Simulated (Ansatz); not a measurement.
# How much does the functional matter for the cell of RbCl?

The starting cell is an entry of the Crystallography Open Database (1926):

```
Rb Cl
1.0
     0.00000    3.27400    3.27400
     3.27400    0.00000    3.27400
     3.27400    3.27400    0.00000
Rb Cl
1 1
Direct
  0.00000 0.00000 0.00000
  0.50000 0.50000 0.50000
```

Atoms and cell were relaxed at zero pressure with plane-wave PAW DFT (Ansatz 0.2.0; one set of PAW datasets, made under PBE, for all functionals; 420 eV, r2SCAN 500 eV; 8×8×8 Γ-centred mesh, fermi-dirac occupations of width 0.020 eV; no spin polarisation, no spin-orbit coupling, no dispersion correction), keeping the symmetry (Fm-3m, No. 225).

Question: What cells and energies do LDA, PBEsol, PBE, r2SCAN give?

Answer: The relaxed conventional cells:

```csv
functional,a (Å),volume (Å³/atom),formation energy (eV/atom)
LDA,6.377,32.42,-2.118
PBEsol,6.548,35.09,-1.989
PBE,6.698,37.57,-1.986
r2SCAN,6.613,36.15,-2.225
the entry,6.548,35.09,–
```

LDA gives the smallest volume and PBE the largest, 15.9 % more, the usual order, since LDA overbinds and PBE's gradient terms loosen the lattice. Against the entry's volume: LDA -7.6 %, PBEsol +0.0 %, PBE +7.0 %, r2SCAN +3.0 %. No verdict is drawn from this: the entry is old or was flagged in a check, so the entry may be off as well as the functionals. The formation energies span 0.24 eV an atom, lowest under r2SCAN.

Caveats: each relaxation keeps the start's symmetry, so a distorted cell may lie lower; computed cells are at 0 K with fixed nuclei, while the entry holds thermal expansion, often some tenths of a per cent in volume and more in soft crystals; an old entry, and the compound itself may be in doubt; formation energies are at zero smearing against the elements' usual phases under the same functional, gases as free molecules, uncorrected.
